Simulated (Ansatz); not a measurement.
Born–Oppenheimer molecular dynamics of a periodic cell of 20 atoms, Al2O3 (start crystal Al2O3, start structure R-3c, volume 1 times the crystal's). It starts from a structure without forces on its atoms.

Method: Ansatz, DFT PBEsol, scalar-relativistic, plane waves, PAW. Settings: PAW set soft_1, cutoff 420 eV, k mesh 4x4x4, fermi-dirac smearing 0.24 eV, no spin polarisation.

```yaml
ensemble: NVT, Langevin thermostat
time_step: 0.75 fs
steps_asked: 100
set_temperature: 2800 K
friction: 0.02 /fs
seed: 954608
```

Frames 0.75 fs apart, positions in Å, forces in eV/Å.

Velocities at 52.5 fs (Å/ps):

```
Al 17.47 1.71 6.19
Al -2.15 4.67 -0.18
Al 17.22 -9.69 8.66
Al 0.62 7.43 15.07
O -7.93 9.20 -2.67
O 0.60 10.30 4.98
O 9.81 2.12 -2.81
O 17.04 -9.03 8.04
O 10.47 4.25 -15.64
O 4.58 -4.14 28.47
Al 8.28 12.36 12.17
Al 1.98 0.03 1.41
Al -9.28 1.09 -3.62
Al 15.66 -3.51 15.21
O 6.53 12.18 -14.27
O -0.38 -24.20 10.25
O 5.63 -1.20 -3.93
O -3.06 -6.44 28.02
O -0.67 4.43 8.35
O -14.42 -1.58 -5.03
```

```xyz
20
Lattice="-2.4025 -1.3871 8.7442 2.4025 -1.3871 8.7442 0.0000 2.7742 8.7442" Properties=species:S:1:pos:R:3:forces:R:3 time_fs=52.5 energy_less_start_eV=6.406 T=2522
Al 0.168 -0.305 2.281 -0.84 3.23 -1.01
Al 0.374 0.060 4.788 -3.18 0.96 -1.23
Al -0.183 0.086 8.583 3.80 -0.26 -0.78
Al 0.002 0.006 11.044 1.79 -2.73 1.23
O -1.464 0.060 16.567 -0.86 1.35 -2.56
O 1.940 0.164 14.254 -0.56 0.15 1.06
O 0.666 1.478 16.243 0.65 -1.07 2.01
O 0.814 -0.979 16.407 -1.58 -1.99 -0.33
O -0.624 -1.490 14.436 1.77 0.69 0.04
O -0.806 1.708 14.386 0.29 -2.72 -0.58
Al 0.056 0.018 15.014 1.84 2.89 1.52
Al -0.050 0.062 17.686 -0.56 0.75 1.15
Al 0.239 0.092 21.913 1.45 -0.80 -2.59
Al 0.160 0.086 24.365 -1.49 -0.56 2.46
O 0.856 -1.341 12.165 3.95 0.55 -1.44
O -0.879 -1.268 9.842 0.55 1.22 0.56
O -1.275 -0.048 12.194 -3.16 0.16 1.42
O 1.142 1.544 12.323 -4.93 0.19 -2.66
O -0.836 1.495 9.897 0.25 -2.12 0.47
O 1.290 0.103 9.776 0.83 0.10 1.26
20
Lattice="-2.4025 -1.3871 8.7442 2.4025 -1.3871 8.7442 0.0000 2.7742 8.7442" Properties=species:S:1:pos:R:3:forces:R:3 time_fs=53.2 energy_less_start_eV=6.350 T=2714
Al 0.180 -0.304 2.285 -0.98 3.15 -1.01
Al 0.373 0.063 4.787 -3.20 0.95 -0.92
Al -0.168 0.079 8.590 3.54 -0.17 -0.88
Al 0.004 0.012 11.054 1.92 -2.75 0.99
O -1.469 0.068 16.564 -0.54 1.13 -2.34
O 1.940 0.171 14.258 -0.52 -0.05 1.02
O 0.673 1.480 16.241 0.68 -1.09 2.15
O 0.827 -0.986 16.412 -1.76 -1.83 -0.24
O -0.616 -1.487 14.424 1.85 0.87 0.35
O -0.803 1.703 14.408 0.23 -2.57 -1.07
Al 0.062 0.027 15.025 1.78 2.59 1.33
Al -0.049 0.062 17.687 -0.49 0.62 1.13
Al 0.232 0.092 21.911 1.96 -0.60 -2.18
Al 0.172 0.083 24.377 -1.68 -0.31 2.09
O 0.861 -1.331 12.153 3.92 0.26 -1.16
O -0.878 -1.286 9.850 0.64 1.42 0.51
O -1.271 -0.048 12.192 -3.38 0.16 1.54
O 1.140 1.539 12.344 -5.23 0.25 -3.08
O -0.835 1.498 9.904 0.26 -2.17 0.46
O 1.280 0.101 9.773 1.00 0.14 1.32
20
Lattice="-2.4025 -1.3871 8.7442 2.4025 -1.3871 8.7442 0.0000 2.7742 8.7442" Properties=species:S:1:pos:R:3:forces:R:3 time_fs=54.0 energy_less_start_eV=6.347 T=2854
Al 0.191 -0.303 2.288 -1.10 3.09 -0.94
Al 0.372 0.066 4.784 -3.23 0.96 -0.59
Al -0.152 0.071 8.598 3.20 -0.07 -1.09
Al 0.004 0.017 11.064 2.05 -2.77 0.81
O -1.475 0.075 16.561 -0.22 0.88 -2.06
O 1.940 0.178 14.262 -0.48 -0.24 1.01
O 0.678 1.483 16.238 0.76 -1.13 2.34
O 0.840 -0.995 16.414 -1.88 -1.64 -0.05
O -0.608 -1.484 14.410 1.93 1.05 0.67
O -0.798 1.698 14.431 0.17 -2.41 -1.58
Al 0.069 0.037 15.038 1.70 2.28 1.07
Al -0.048 0.061 17.688 -0.43 0.48 1.10
Al 0.224 0.092 21.908 2.53 -0.42 -1.77
Al 0.185 0.080 24.388 -1.89 -0.06 1.70
O 0.868 -1.321 12.143 3.88 -0.01 -0.90
O -0.877 -1.303 9.858 0.73 1.60 0.43
O -1.268 -0.048 12.190 -3.57 0.15 1.62
O 1.139 1.535 12.365 -5.58 0.30 -3.55
O -0.833 1.498 9.914 0.23 -2.23 0.40
O 1.270 0.098 9.770 1.21 0.19 1.39
20
Lattice="-2.4025 -1.3871 8.7442 2.4025 -1.3871 8.7442 0.0000 2.7742 8.7442" Properties=species:S:1:pos:R:3:forces:R:3 time_fs=54.8 energy_less_start_eV=6.380 T=2912
Al 0.201 -0.302 2.288 -1.24 3.05 -0.82
Al 0.371 0.068 4.781 -3.27 0.99 -0.28
Al -0.136 0.063 8.606 2.80 0.04 -1.32
Al 0.004 0.022 11.075 2.17 -2.77 0.65
O -1.481 0.080 16.557 0.13 0.61 -1.75
O 1.941 0.184 14.264 -0.46 -0.40 1.03
O 0.683 1.485 16.233 0.86 -1.16 2.56
O 0.852 -1.006 16.414 -1.98 -1.44 0.19
O -0.601 -1.480 14.395 2.03 1.24 1.02
O -0.791 1.692 14.453 0.07 -2.25 -2.04
Al 0.077 0.047 15.053 1.59 1.94 0.73
Al -0.045 0.062 17.689 -0.38 0.33 1.07
Al 0.214 0.093 21.905 3.10 -0.28 -1.39
Al 0.197 0.077 24.399 -2.07 0.19 1.29
O 0.875 -1.310 12.135 3.80 -0.26 -0.68
O -0.876 -1.319 9.867 0.83 1.74 0.33
O -1.268 -0.048 12.188 -3.74 0.13 1.68
O 1.135 1.532 12.386 -5.91 0.33 -4.05
O -0.832 1.497 9.925 0.21 -2.26 0.31
O 1.262 0.095 9.767 1.44 0.23 1.49
20
Lattice="-2.4025 -1.3871 8.7442 2.4025 -1.3871 8.7442 0.0000 2.7742 8.7442" Properties=species:S:1:pos:R:3:forces:R:3 time_fs=55.5 energy_less_start_eV=6.419 T=2891
Al 0.211 -0.300 2.287 -1.41 3.01 -0.68
Al 0.369 0.070 4.777 -3.29 1.05 0.02
Al -0.119 0.056 8.612 2.41 0.15 -1.54
Al 0.005 0.028 11.087 2.28 -2.75 0.50
O -1.487 0.086 16.552 0.45 0.34 -1.42
O 1.942 0.190 14.266 -0.44 -0.56 1.06
O 0.689 1.486 16.229 0.97 -1.15 2.80
O 0.864 -1.017 16.414 -2.08 -1.23 0.41
O -0.592 -1.475 14.379 2.07 1.44 1.36
O -0.784 1.685 14.475 0.00 -2.08 -2.47
Al 0.087 0.058 15.069 1.48 1.60 0.37
Al -0.043 0.064 17.691 -0.33 0.15 1.05
Al 0.205 0.096 21.904 3.60 -0.20 -1.08
Al 0.206 0.074 24.409 -2.21 0.42 0.90
O 0.886 -1.299 12.127 3.70 -0.50 -0.48
O -0.875 -1.334 9.876 0.97 1.87 0.18
O -1.270 -0.047 12.186 -3.84 0.10 1.70
O 1.129 1.528 12.406 -6.17 0.34 -4.50
O -0.831 1.493 9.936 0.20 -2.25 0.23
O 1.254 0.092 9.764 1.67 0.26 1.61
20
Lattice="-2.4025 -1.3871 8.7442 2.4025 -1.3871 8.7442 0.0000 2.7742 8.7442" Properties=species:S:1:pos:R:3:forces:R:3 time_fs=56.2 energy_less_start_eV=6.464 T=2929
Al 0.221 -0.299 2.287 -1.60 2.97 -0.54
Al 0.367 0.073 4.775 -3.31 1.10 0.25
Al -0.103 0.050 8.619 1.95 0.25 -1.77
Al 0.007 0.034 11.101 2.33 -2.73 0.40
O -1.493 0.092 16.549 0.76 0.03 -1.12
O 1.943 0.196 14.268 -0.42 -0.67 1.09
O 0.694 1.487 16.226 1.08 -1.13 3.02
O 0.875 -1.028 16.414 -2.16 -1.03 0.62
O -0.582 -1.472 14.363 2.07 1.64 1.67
O -0.776 1.678 14.496 -0.10 -1.91 -2.84
Al 0.096 0.070 15.083 1.39 1.25 0.04
Al -0.041 0.065 17.691 -0.27 -0.02 1.07
Al 0.196 0.101 21.903 4.03 -0.17 -0.86
Al 0.214 0.071 24.418 -2.34 0.67 0.53
O 0.899 -1.289 12.119 3.55 -0.71 -0.28
O -0.873 -1.351 9.887 1.10 2.00 0.03
O -1.277 -0.046 12.186 -3.83 0.04 1.67
O 1.121 1.522 12.422 -6.36 0.36 -4.86
O -0.831 1.486 9.948 0.19 -2.22 0.14
O 1.247 0.089 9.762 1.95 0.28 1.74
20
Lattice="-2.4025 -1.3871 8.7442 2.4025 -1.3871 8.7442 0.0000 2.7742 8.7442" Properties=species:S:1:pos:R:3:forces:R:3 time_fs=57.0 energy_less_start_eV=6.516 T=2940
Al 0.229 -0.297 2.287 -1.78 2.95 -0.42
Al 0.365 0.074 4.775 -3.32 1.15 0.40
Al -0.085 0.044 8.627 1.38 0.35 -2.06
Al 0.012 0.040 11.115 2.30 -2.68 0.36
O -1.500 0.099 16.546 1.09 -0.33 -0.80
O 1.944 0.201 14.270 -0.41 -0.78 1.14
O 0.700 1.486 16.224 1.20 -1.08 3.21
O 0.886 -1.038 16.413 -2.21 -0.84 0.82
O -0.572 -1.469 14.346 2.05 1.86 1.99
O -0.767 1.672 14.515 -0.21 -1.74 -3.16
Al 0.103 0.082 15.095 1.35 0.89 -0.25
Al -0.038 0.066 17.692 -0.20 -0.18 1.10
Al 0.188 0.106 21.903 4.32 -0.18 -0.79
Al 0.221 0.068 24.427 -2.47 0.94 0.20
O 0.913 -1.280 12.110 3.37 -0.90 -0.07
O -0.870 -1.368 9.896 1.22 2.12 -0.10
O -1.286 -0.045 12.184 -3.76 -0.04 1.62
O 1.110 1.514 12.437 -6.41 0.38 -5.12
O -0.831 1.479 9.961 0.20 -2.18 0.04
O 1.239 0.084 9.762 2.30 0.31 1.89
20
Lattice="-2.4025 -1.3871 8.7442 2.4025 -1.3871 8.7442 0.0000 2.7742 8.7442" Properties=species:S:1:pos:R:3:forces:R:3 time_fs=57.8 energy_less_start_eV=6.580 T=2791
Al 0.237 -0.296 2.288 -1.98 2.91 -0.34
Al 0.362 0.074 4.775 -3.30 1.22 0.55
Al -0.066 0.037 8.635 0.76 0.45 -2.40
Al 0.018 0.045 11.131 2.24 -2.62 0.32
O -1.507 0.106 16.541 1.42 -0.72 -0.44
O 1.946 0.205 14.272 -0.41 -0.88 1.17
O 0.707 1.484 16.223 1.31 -0.99 3.40
O 0.896 -1.050 16.413 -2.26 -0.65 0.99
O -0.561 -1.466 14.330 1.97 2.04 2.26
O -0.759 1.666 14.533 -0.29 -1.55 -3.49
Al 0.109 0.095 15.106 1.33 0.50 -0.46
Al -0.036 0.067 17.695 -0.12 -0.37 1.07
Al 0.182 0.110 21.906 4.48 -0.20 -0.85
Al 0.229 0.066 24.434 -2.61 1.22 -0.07
O 0.928 -1.273 12.102 3.20 -1.06 0.14
O -0.867 -1.385 9.905 1.30 2.22 -0.21
O -1.294 -0.043 12.182 -3.67 -0.12 1.58
O 1.098 1.507 12.449 -6.32 0.38 -5.27
O -0.834 1.470 9.973 0.28 -2.11 -0.02
O 1.232 0.080 9.762 2.68 0.35 2.08
20
Lattice="-2.4025 -1.3871 8.7442 2.4025 -1.3871 8.7442 0.0000 2.7742 8.7442" Properties=species:S:1:pos:R:3:forces:R:3 time_fs=58.5 energy_less_start_eV=6.646 T=2541
Al 0.242 -0.294 2.287 -2.16 2.87 -0.30
Al 0.359 0.075 4.775 -3.25 1.27 0.71
Al -0.048 0.030 8.642 0.17 0.54 -2.73
Al 0.025 0.049 11.146 2.20 -2.56 0.25
O -1.511 0.113 16.536 1.73 -1.15 -0.07
O 1.948 0.207 14.273 -0.41 -0.92 1.19
O 0.714 1.481 16.223 1.43 -0.89 3.56
O 0.907 -1.061 16.415 -2.34 -0.46 1.10
O -0.549 -1.462 14.315 1.82 2.19 2.47
O -0.750 1.658 14.551 -0.38 -1.34 -3.79
Al 0.116 0.108 15.116 1.34 0.11 -0.62
Al -0.035 0.068 17.700 -0.03 -0.56 1.01
Al 0.176 0.114 21.909 4.55 -0.27 -0.95
Al 0.235 0.063 24.441 -2.74 1.52 -0.32
O 0.943 -1.266 12.095 3.05 -1.21 0.31
O -0.863 -1.400 9.913 1.34 2.30 -0.27
O -1.300 -0.040 12.180 -3.64 -0.20 1.57
O 1.085 1.503 12.461 -6.13 0.34 -5.38
O -0.839 1.458 9.983 0.40 -1.99 -0.04
O 1.226 0.076 9.764 3.05 0.38 2.28
20
Lattice="-2.4025 -1.3871 8.7442 2.4025 -1.3871 8.7442 0.0000 2.7742 8.7442" Properties=species:S:1:pos:R:3:forces:R:3 time_fs=59.2 energy_less_start_eV=6.721 T=2664
Al 0.246 -0.293 2.287 -2.32 2.86 -0.32
Al 0.357 0.079 4.774 -3.16 1.29 0.88
Al -0.031 0.023 8.650 -0.38 0.64 -3.05
Al 0.031 0.054 11.163 2.20 -2.49 0.12
O -1.513 0.119 16.529 1.97 -1.54 0.27
O 1.950 0.207 14.274 -0.39 -0.89 1.18
O 0.722 1.479 16.224 1.56 -0.81 3.71
O 0.918 -1.073 16.418 -2.42 -0.28 1.15
O -0.537 -1.458 14.300 1.67 2.33 2.67
O -0.738 1.649 14.566 -0.56 -1.09 -4.08
Al 0.123 0.120 15.124 1.36 -0.28 -0.72
Al -0.034 0.069 17.705 0.07 -0.76 0.94
Al 0.172 0.118 21.911 4.56 -0.36 -1.06
Al 0.241 0.062 24.447 -2.82 1.78 -0.51
O 0.957 -1.259 12.087 2.91 -1.35 0.50
O -0.858 -1.415 9.921 1.35 2.37 -0.31
O -1.305 -0.038 12.177 -3.66 -0.25 1.62
O 1.070 1.502 12.472 -5.87 0.27 -5.44
O -0.844 1.445 9.991 0.54 -1.86 -0.03
O 1.222 0.072 9.766 3.38 0.42 2.50
20
Lattice="-2.4025 -1.3871 8.7442 2.4025 -1.3871 8.7442 0.0000 2.7742 8.7442" Properties=species:S:1:pos:R:3:forces:R:3 time_fs=60.0 energy_less_start_eV=6.794 T=2677
Al 0.249 -0.292 2.289 -2.44 2.86 -0.42
Al 0.355 0.084 4.773 -3.01 1.28 1.05
Al -0.013 0.014 8.658 -0.95 0.75 -3.35
Al 0.037 0.060 11.181 2.25 -2.43 -0.11
O -1.513 0.124 16.523 2.19 -1.89 0.58
O 1.950 0.207 14.275 -0.38 -0.85 1.14
O 0.731 1.478 16.226 1.67 -0.75 3.82
O 0.928 -1.084 16.423 -2.46 -0.10 1.17
O -0.523 -1.455 14.287 1.46 2.47 2.81
O -0.725 1.641 14.580 -0.76 -0.81 -4.35
Al 0.130 0.133 15.131 1.39 -0.69 -0.77
Al -0.033 0.071 17.708 0.17 -0.98 0.91
Al 0.169 0.122 21.912 4.50 -0.49 -1.23
Al 0.247 0.061 24.450 -2.87 2.03 -0.65
O 0.972 -1.253 12.076 2.77 -1.47 0.71
O -0.851 -1.430 9.931 1.30 2.43 -0.34
O -1.310 -0.037 12.174 -3.69 -0.28 1.71
O 1.055 1.503 12.479 -5.55 0.18 -5.42
O -0.849 1.430 9.999 0.70 -1.72 -0.01
O 1.221 0.066 9.768 3.71 0.46 2.78
```

Of the whole run (75 fs, mean temperature of the second half 2357 K): The mean temperature of the second half is 16 % below the set value. A run of 0.075 ps of so small a system gives no equilibrium averages. Limits of this set-up: PAW files made for another functional.

The run took 25 min on 2 threads of Arm Neoverse V1 (shared host), peak memory 0.98 GiB.
